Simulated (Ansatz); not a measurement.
# The 3-layer graphene (ABC) between two gates

Aim: charge, voltage and capacitance of the 3-layer graphene (ABC) in a field-effect set-up.

Calculated with Ansatz 0.2.0; plane-wave DFT, PBE-D3(BJ), Ansatz PAW.

## (1) The structure

The cell holds 6 atoms: 6 C. Cell: a = 2.467 Å, b = 2.467 Å, c = 44.400 Å, α = 90.0°, β = 90.0°, γ = 120.0°. Regions: layer 1: graphene, 2 atoms (2 C); layer 2: graphene, 2 atoms (2 C); layer 3: graphene, 2 atoms (2 C). Vacuum lies along c.

## (2) Relaxation

The starting cell is a guess, so the in-plane lattice and the atoms are relaxed first, with the slab cut off from its images along the normal.

input.yaml

```yaml
crystal:
  lattice:
    - [2.467, 0.0, 0.0]
    - [-1.2335, 2.1364846711, 0.0]
    - [0.0, 0.0, 44.4000000018]
  atoms:
    - { symbol: C, position: [0.6666666667, 0.3333333333, 0.4245495495] }
    - { symbol: C, position: [0.3333333333, 0.6666666667, 0.4245495495] }
    - { symbol: C, position: [0.0, 0.0, 0.5] }
    - { symbol: C, position: [0.6666666667, 0.3333333333, 0.5] }
    - { symbol: C, position: [0.3333333333, 0.6666666667, 0.5754504505] }
    - { symbol: C, position: [0.0, 0.0, 0.5754504505] }
  periodic: [true, true, false]
kpoints:
  mp_grid: { grid: [18, 18, 1] }
hamiltonian:
  xc: pbe
  dispersion: d3bj
scf:
  occupations: { method: fermi_dirac, width: 0.05 }
  convergence: { dr2_threshold: 1.0e-09 }
relax:
  f_tol: 0.004
  max_steps: 90
  cell: {}
output:
  write_potential: true
  write_density: true
  volumetric_format: npy
```

The run is started by

```bash
> ansatz run input.yaml --threads 4 --pin off --max-ram 12288MiB --backend cpu --events-out ev --progress --plain --runs-dir out
```

Numbers of over 12 decimals in the logs are rounded to 6 here.

Output:

```text
Warning: relax.cell: scf.convergence.dr2_threshold = 1e-9 eV is looser than the 2.15138584985e-10 eV advised for a relaxation that steers and ends on the stress (1e-10 eV for each atom of the cell: 6, times the square of relax.cell.stress_2d_tol = 0.05 N/m over 16.7 Å (the atoms' height at the walk's start and 5 Å past either face), 2.994e-2 GPa, over a crystal's default 0.05). What an SCF threshold leaves in a stress goes as its square root, and in the free energy as the threshold itself, and one threshold admits the most on a small cell: [figures from the program's tests cut] Set scf.convergence.dr2_threshold to 2.15138584985e-10 eV or tighter. [rest of the remark cut]
Engine: ansatz 0.2.0, aarch64-unknown-linux-gnu
Pseudopotentials: kind: paw
Pseudopotential: C, paw, valence charge 4, recommended cutoff 420 eV (normal), C.paw.azcp
Functional definition: PBE
  parameter kappa = 0.804
  parameter beta = 0.066725
  exchange = pbe_x(kappa = kappa, mu = beta*pi^2/3)
  correlation = pbe_c(beta = beta)
Crystal: 6 atoms, lattice volume = 234.019 Å³
Basis set: ecut = 420 eV, 4403 PW (Γ), exchange–correlation on 36×36×600 points (8 copies of the dense FFT grid, shifted against one another)
Bands: 18, of which v1, the nominal top of the filled ones, is band 12 counted from 1 (11 counted from 0)
Symmetry: 12 space group operations
Space group: P-3m1 (ITA 164), of the structure as read, at distance tolerance 6.2e-5 Å
k-points: 37 of 324
Non-local potential: C, projectors of the file, l = 0: 2, l = 1: 2, l = 2: 1
PAW form: soft (Blöchl's): semilocal exchange-correlation on the pseudo side does not see the compensation charge
PAW one-centre angular grid: C, 110 points (default); XC on 64 Gauss nodes
Initial density: superposition of atomic densities (neutral atoms: chi_scale 0, normalization atom), corrected by the library's trained network
Initial wavefunctions: pseudopotential atomic-orbital guess
Functional: x = pbe(κ = 0.804, μ = 0.219515), c = pbe(β = 0.066725)
SCF iter   1: F=—  HF=-1506.388696 eV  |F-HF|=—  |Δ(HF+E_count)|=         —  Δρ=1.55e-3  dr2=6.18e-3  ethr=1.77e-3  ⟨swp⟩=13.9  Hψ=6120  notcnv=0
preconditioner: auto → LDOS  [metal: Δε(μ)=0.017 eV  Ē_g=14.994 eV  σ=0.050 eV  W_gap=0.08  n_scr=26 (ndim 8)  ℏωp=11.9 eV  f_vac=0.758  D(μ)=0.12/eV (n_scr^D=4)  β→1.0]
SCF iter   2: F=—  HF=-1506.389834 eV  |F-HF|=—  |Δ(HF+E_count)|=   1.14e-3  Δρ=6.86e-4  dr2=4.37e-3  ethr=2.58e-5  ⟨swp⟩=4.6  Hψ=2075  notcnv=0  defer=48
SCF iter   3: F=—  HF=-1506.388853 eV  |F-HF|=—  |Δ(HF+E_count)|=   9.81e-4  Δρ=3.12e-4  dr2=1.20e-3  ethr=1.82e-5  ⟨swp⟩=4.1  Hψ=1462  notcnv=0  defer=49
SCF iter   4: F=—  HF=-1506.388590 eV  |F-HF|=—  |Δ(HF+E_count)|=   2.63e-4  Δρ=8.31e-5  dr2=3.73e-5  ethr=4.98e-6  ⟨swp⟩=3.0  Hψ=1176  notcnv=0  defer=48
SCF iter   5: F=—  HF=-1506.388613 eV  |F-HF|=—  |Δ(HF+E_count)|=   2.39e-5  Δρ=1.68e-5  dr2=1.37e-6  ethr=1.55e-7  ⟨swp⟩=3.2  Hψ=1475  notcnv=0  defer=48
SCF iter   6: F=—  HF=-1506.388544 eV  |F-HF|=—  |Δ(HF+E_count)|=   6.91e-5  Δρ=4.76e-6  dr2=4.68e-8  ethr=5.69e-9  ⟨swp⟩=3.0  Hψ=1236  notcnv=0  defer=48
SCF iter   7: F=—  HF=-1506.388544 eV  |F-HF|=—  |Δ(HF+E_count)|=   4.67e-8  Δρ=2.05e-6  dr2=6.30e-9  ethr=1.95e-10  ⟨swp⟩=3.1  Hψ=1336  notcnv=0  defer=48
SCF iter   8: F=-1506.388544 eV  HF=-1506.388544 eV  |F-HF|=7.76e-10  |Δ(HF+E_count)|=   2.88e-8  Δρ=4.71e-7  dr2=3.07e-10  ethr=4.17e-12  ⟨swp⟩=10.7  Hψ=4628  notcnv=0
SCF 1 converged in 8 iterations: F = -1506.388544 eV  dr2 = 3.07e-10
  greatest PAW one-centre occupation: 0.672 electrons in one spin orbital (limit 2), on the C atom at site 5 (counted from 0), in its partial waves of l = 0
relax step   1: F+E_penalty+E_count = -1506.38854444 eV  Δ(F+E_penalty+E_count) = +0.000e0 eV  max|allowed force component| = 1.881e-2 eV/Å  Δτ_max = 0.0000 Å  P = -0.979 N/m  Ω = 234.019 Å³  fix = [c, alpha, beta]  reactions: c -0.000 N/m  (8 SCF iters, accepted)
Crystal: 6 atoms, lattice volume = 233.778 Å³
Initial density: handed on by an earlier stage of this run
Initial wavefunctions: those handed on with the density
iter 1 solved again at ethr=7.09e-4 eV; its pass at ethr=3.10e-3 eV (dr2=1.70e-1 eV) is discarded
SCF iter   1: F=—  HF=-1506.438165 eV  |F-HF|=—  |Δ(HF+E_count)|=         —  Δρ=9.25e-3  dr2=1.66e-1  ethr=7.09e-4  ⟨swp⟩=2.0  Hψ=5454  notcnv=0
preconditioner: auto → LDOS  [metal: Δε(μ)=0.014 eV  Ē_g=14.943 eV  σ=0.050 eV  W_gap=0.07  n_scr=26 (ndim 8)  ℏωp=11.9 eV  f_vac=0.756  D(μ)=0.13/eV (n_scr^D=4)  β→1.0]
SCF iter   2: F=—  HF=-1506.482450 eV  |F-HF|=—  |Δ(HF+E_count)|=   4.43e-2  Δρ=5.80e-3  dr2=3.39e-1  ethr=6.92e-4  ⟨swp⟩=5.4  Hψ=2380  notcnv=0  defer=32
SCF iter   3: F=—  HF=-1506.389144 eV  |F-HF|=—  |Δ(HF+E_count)|=   9.33e-2  Δρ=6.72e-4  dr2=7.62e-4  ethr=6.92e-4  ⟨swp⟩=4.6  Hψ=2071  notcnv=0  defer=47
SCF iter   4: F=—  HF=-1506.389223 eV  |F-HF|=—  |Δ(HF+E_count)|=   7.91e-5  Δρ=3.05e-4  dr2=1.96e-4  ethr=3.18e-6  ⟨swp⟩=3.3  Hψ=1668  notcnv=0  defer=46
SCF iter   5: F=—  HF=-1506.389177 eV  |F-HF|=—  |Δ(HF+E_count)|=   4.64e-5  Δρ=1.19e-4  dr2=1.88e-5  ethr=8.17e-7  ⟨swp⟩=2.3  Hψ=1076  notcnv=0  defer=46
SCF iter   6: F=—  HF=-1506.389284 eV  |F-HF|=—  |Δ(HF+E_count)|=   1.07e-4  Δρ=3.76e-5  dr2=2.00e-6  ethr=7.84e-8  ⟨swp⟩=2.8  Hψ=1233  notcnv=0  defer=46
SCF iter   7: F=—  HF=-1506.389216 eV  |F-HF|=—  |Δ(HF+E_count)|=   6.76e-5  Δρ=7.63e-6  dr2=1.80e-7  ethr=8.33e-9  ⟨swp⟩=2.5  Hψ=1185  notcnv=0  defer=46
SCF iter   8: F=—  HF=-1506.389216 eV  |F-HF|=—  |Δ(HF+E_count)|=   8.95e-8  Δρ=1.12e-6  dr2=3.44e-9  ethr=7.48e-10  ⟨swp⟩=3.2  Hψ=1211  notcnv=0  defer=46
SCF iter   9: F=-1506.389216 eV  HF=-1506.389216 eV  |F-HF|=3.72e-10  |Δ(HF+E_count)|=   1.84e-8  Δρ=1.95e-7  dr2=4.90e-11  ethr=4.17e-12  ⟨swp⟩=10.5  Hψ=4545  notcnv=0
SCF 2 converged in 9 iterations: F = -1506.389216 eV  dr2 = 4.90e-11
relax step   2: F+E_penalty+E_count = -1506.38921632 eV  Δ(F+E_penalty+E_count) = -6.719e-4 eV  max|allowed force component| = 8.771e-3 eV/Å  Δτ_max = 0.0635 Å  P = -0.258 N/m  Ω = 233.778 Å³  energy of the carried Pulay correction = +1.761e-4 eV  fix = [c, alpha, beta]  reactions: c -0.000 N/m  (9 SCF iters, accepted)
Crystal: 6 atoms, lattice volume = 233.695 Å³
iter 1 solved again at ethr=9.19e-5 eV; its pass at ethr=3.10e-3 eV (dr2=2.21e-2 eV) is discarded
SCF iter   1: F=—  HF=-1506.396193 eV  |F-HF|=—  |Δ(HF+E_count)|=         —  Δρ=3.41e-3  dr2=2.23e-2  ethr=9.19e-5  ⟨swp⟩=2.1  Hψ=4852  notcnv=0
preconditioner: auto → LDOS  [metal: Δε(μ)=0.015 eV  Ē_g=14.964 eV  σ=0.050 eV  W_gap=0.08  n_scr=26 (ndim 8)  ℏωp=11.9 eV  f_vac=0.758  D(μ)=0.12/eV (n_scr^D=4)  β→1.0]
SCF iter   2: F=—  HF=-1506.401860 eV  |F-HF|=—  |Δ(HF+E_count)|=   5.67e-3  Δρ=2.10e-3  dr2=4.60e-2  ethr=9.19e-5  ⟨swp⟩=4.3  Hψ=1968  notcnv=0  defer=13
SCF iter   3: F=—  HF=-1506.389504 eV  |F-HF|=—  |Δ(HF+E_count)|=   1.24e-2  Δρ=2.65e-4  dr2=1.83e-4  ethr=9.19e-5  ⟨swp⟩=3.8  Hψ=1583  notcnv=0  defer=49
SCF iter   4: F=—  HF=-1506.389471 eV  |F-HF|=—  |Δ(HF+E_count)|=   3.30e-5  Δρ=1.28e-4  dr2=4.16e-5  ethr=7.65e-7  ⟨swp⟩=3.5  Hψ=1536  notcnv=0  defer=49
SCF iter   5: F=—  HF=-1506.389557 eV  |F-HF|=—  |Δ(HF+E_count)|=   8.66e-5  Δρ=4.28e-5  dr2=2.04e-6  ethr=1.73e-7  ⟨swp⟩=3.0  Hψ=1142  notcnv=0  defer=49
SCF iter   6: F=—  HF=-1506.389488 eV  |F-HF|=—  |Δ(HF+E_count)|=   6.96e-5  Δρ=1.70e-5  dr2=3.75e-7  ethr=8.49e-9  ⟨swp⟩=2.5  Hψ=1222  notcnv=0  defer=49
SCF iter   7: F=—  HF=-1506.389488 eV  |F-HF|=—  |Δ(HF+E_count)|=   2.58e-7  Δρ=4.28e-6  dr2=2.15e-8  ethr=1.56e-9  ⟨swp⟩=2.8  Hψ=1196  notcnv=0  defer=49
SCF iter   8: F=-1506.389488 eV  HF=-1506.389488 eV  |F-HF|=6.16e-9  |Δ(HF+E_count)|=   9.17e-8  Δρ=8.11e-7  dr2=8.69e-10  ethr=4.17e-12  ⟨swp⟩=9.3  Hψ=5242  notcnv=0
SCF 3 converged in 8 iterations: F = -1506.389488 eV  dr2 = 8.69e-10
  greatest PAW one-centre occupation: 0.673 electrons in one spin orbital (limit 2), on the C atom at site 5 (counted from 0), in its partial waves of l = 0
relax step   3: F+E_penalty+E_count = -1506.38948815 eV  Δ(F+E_penalty+E_count) = -2.718e-4 eV  max|allowed force component| = 8.255e-4 eV/Å  Δτ_max = 0.0234 Å  P = -0.040 N/m  Ω = 233.695 Å³  energy of the carried Pulay correction = +2.362e-4 eV  fix = [c, alpha, beta]  reactions: c -0.000 N/m  (8 SCF iters, accepted)
Initial wavefunctions: pseudopotential atomic-orbital guess (no wavefunctions were taken with the density)
iter 1 solved again at ethr=3.00e-7 eV; its pass at ethr=3.10e-3 eV (dr2=7.19e-5 eV) is discarded
SCF iter   1: F=—  HF=-1506.389317 eV  |F-HF|=—  |Δ(HF+E_count)|=         —  Δρ=2.85e-6  dr2=3.02e-9  ethr=3.00e-7  ⟨swp⟩=5.4  Hψ=8984  notcnv=0
eigensolver tolerance schedule: the retry pair's looser diagonalisation over-reported the residual by 23797.53 of it (diagonalisation noise at an unbounded share of the residual, at the tolerance the schedule requests for it); recorded, not acted on — ethr = c·dr2/N_el stays at c = 1.0e-1
preconditioner: auto → LDOS  [metal: Δε(μ)=0.015 eV  Ē_g=14.953 eV  σ=0.050 eV  W_gap=0.08  n_scr=26 (ndim 8)  ℏωp=11.9 eV  f_vac=0.758  D(μ)=0.12/eV (n_scr^D=4)  β→1.0]
SCF iter   2: F=—  HF=-1506.389342 eV  |F-HF|=—  |Δ(HF+E_count)|=   2.48e-5  Δρ=1.06e-6  dr2=1.86e-9  ethr=1.26e-11  ⟨swp⟩=5.3  Hψ=2261  notcnv=0
SCF iter   3: F=-1506.389342 eV  HF=-1506.389342 eV  |F-HF|=1.10e-10  |Δ(HF+E_count)|=   2.21e-9  Δρ=5.98e-7  dr2=6.94e-10  ethr=4.17e-12  ⟨swp⟩=15.6  Hψ=5932  notcnv=0
SCF 4 converged in 3 iterations: F = -1506.389342 eV  dr2 = 6.94e-10
relax step   4: F+E_penalty+E_count = -1506.38934173 eV  Δ(F+E_penalty+E_count) = +1.464e-4 eV  max|allowed force component| = 8.257e-4 eV/Å  Δτ_max = 0.0000 Å  P = -0.047 N/m  Ω = 233.695 Å³  fix = [c, alpha, beta]  reactions: c -0.000 N/m  stress off target by 4.73e-2 N/m on what of the cell is left free  SCF on the basis re-selected at this cell (its energy is not comparable with the rows above)  (3 SCF iters)
basis re-selected at this cell: Δ(F+E_penalty+E_count) = +1.464e-4 eV, ΔP = -0.007 N/m vs the last step (what re-selecting the basis moved, of the pressure what is left beyond the Pulay correction that the steps carried, after the strain that the cell walked since its last selection, with what the two solves' SCF thresholds leave and, on support functions, any second-order correction that the steps lacked; it is no m [...]
WARN: The output density's exchange-correlation potential varies sharply where the density is thin. Do not read a vacuum level from v_tot or v_xc, or from such a field of the output density. On a cell that repeats whose density bears no net charge and no dipole along the vacuum's axis use v_es (v_loc + v_h of the components); under efield.dipole_correction with no amplitude use v_es + v_field, which holds any externa [...]
SCF converged after 3 iterations
Free energy (F): -1506.389342 eV
Harris-Foulkes:  -1506.389342 eV  (|F-HF|=1.10e-10)
Internal energy: -1506.388457 eV  (E = F + TS)
E sigma→0 (E₀):  -1506.388899 eV
Entropy (-TS):   -0.000885 eV (-0.147 meV/atom)
Fermi energy:    -4.275785 eV
--- Per-component energies (eV) ---
  E_band       = -321.990864
  E_kinetic    = 545.392433
  E_local      = -78869.147118  (includes V_loc(G=0)·N_el)
  E_nonlocal   = 163.797980
  E_hartree    = 39117.672030
  E_xc         = -287.989066
  E_vxc        = -356.558643  (∫ρ·V_xc dr)
  E_paw        = -596.061283  (= ΣΔE_a)
  E_vpaw       = -40.817889  (= ΣTr[D̂ρ^β])
  E_aug_tail   = 0.000045  (compensation charges beyond the density's cutoff)
  E_ewald      = 38420.728364
  E_disp       = -0.781843  (pairwise vdW)
  E_smearing   = -0.000885  (= −TS)
  E_closure    = 0.000000  (closes the sum)
  Σ components = -1506.389342   (vs F -1506.389342, Δ=0.00e0)
--- Forces (eV/Å), atoms counted from 1 ---
  atom   1  C     -0.00000000    -0.00000000    -0.00005437
  atom   2  C      0.00000000     0.00000000     0.00076324
  atom   3  C     -0.00000000    -0.00000000    -0.00082569
  atom   4  C      0.00000000     0.00000000     0.00082569
  atom   5  C     -0.00000000    -0.00000000    -0.00076324
  atom   6  C      0.00000000     0.00000000     0.00005437
  max |Σ_I F_I| component: 7.40e-17 eV/Å
--- 2D stress c σ (N/m, compression-positive) ---
       -0.047330      -0.000000      -0.000000
       -0.000000      -0.047330      -0.000000
       -0.000000      -0.000000      -0.000000
  P = ½ c Tr σ = -0.0473 N/m
--- Band table (eV; the first three rows and the last of 37) ---
  k-point 0: bands = [... 8 lower, -7.3054, -7.3054, -7.3010, -7.3010, -0.7808, -0.6122, 0.2002, 0.2435, ... 2 higher]
  k-point 1: bands = [... 8 lower, -7.5968, -7.4709, -7.4622, -7.4560, -0.6829, -0.5132, 0.3012, 0.3449, ... 2 higher]
  k-point 2: bands = [... 8 lower, -8.4102, -7.8903, -7.8786, -7.8695, -0.3891, -0.2162, 0.6041, 0.6492, ... 2 higher]
  k-point 36: bands = [... 8 lower, -14.8342, -4.5952, -4.5952, -4.2833, -4.2682, -3.9620, -3.9620, 6.2533, ... 2 higher]
  the weakly bound empty levels are not read free of the cell's end (no_gap_told)
--- Relaxed structure (3 steps of the walk, 3 accepted, 1 SCFs on fresh bases) ---
  F+E_penalty+E_count = -1506.38934173 eV   max|allowed force component| = 8.257e-4 eV/Å   (the final SCF, on the basis selected at the relaxed cell)
  cell:  # Å, volume = 233.6955 Å³
    - [2.465292, 0.0, 0]
    - [-1.232646, 2.135006, 0]
    - [0, 0, 44.4000000018]
  atoms:
    - { symbol: C, position: [0.666667, 0.333333, 0.423658] }
    - { symbol: C, position: [0.333333, 0.666667, 0.423646] }
    - { symbol: C, position: [0, 0, 0.500012] }
    - { symbol: C, position: [0.666667, 0.333333, 0.499988] }
    - { symbol: C, position: [0.333333, 0.666667, 0.576354] }
    - { symbol: C, position: [1.1875489342682947e-18, 0, 0.576342] }
```

The job ended after 9.1 s (4 threads of Arm Neoverse V2, shared host; peak memory 0.59 GiB).

The steps of the relaxation:

```tsv
step	energy less that of the first step (eV)	largest force component (eV/Å)	volume (Å³)
1	0.0000	0.0188	234.02
2	-0.0007	0.0088	233.78
3	-0.0009	0.0008	233.70
4*	-0.0008	0.0008	233.70
```

Relaxation steps marked * repeat the geometry before them on a plane-wave basis chosen anew for their cell, so energy and pressure can jump there.

Forces are held to the 12 operations that the run works with; a distortion that breaks them can't arise in this run.

```tsv
cell as run	before	after	change
a (Å)	2.467	2.465	-0.1 %
b (Å)	2.467	2.465	-0.1 %
```

The atoms that moved most (Å, along periodic axes as changes of fractional coordinates times the final cell, across vacuum about the mean position):

```tsv
atom	dx	dy	dz	length
C2	0.000	0.000	-0.040	0.040
C5	0.000	0.000	0.040	0.040
C6	0.000	0.000	0.040	0.040
C1	0.000	0.000	-0.040	0.040
```

Final coordinates:

```xyz
6
Lattice="2.4653 0.0000 0.0000 -1.2326 2.1350 0.0000 0.0000 0.0000 44.4000" Properties=species:S:1:pos:R:3
C     1.2326    0.7117   18.8104
C     0.0000    1.4233   18.8099
C     0.0000    0.0000   22.2005
C     1.2326    0.7117   22.1995
C     0.0000    1.4233   25.5901
C     0.0000    0.0000   25.5896
```

Numbers from this step:

| Item | Value |
| --- | --- |
| energy at zero smearing | -1506.3889 eV |

The lattice constant a goes from 2.467 to 2.465 Å.

[end of part 1 of 3]

[Logs are printed without paths, hosts, clocks, repeated set-up lines and the standing remarks that a program may print on its own settings, such as how far it seeks lower states.]

[Hosts, paths, dates, database ids (printed as entryN), source tags and the programs' standing remarks are cut or masked in the printed files.]

[Maps of the electrostatic potential energy from Ansatz leave out the sawtooth potential of an applied field or a dipole correction, so their vacuum need not be flat; planar profiles and work functions include it.]
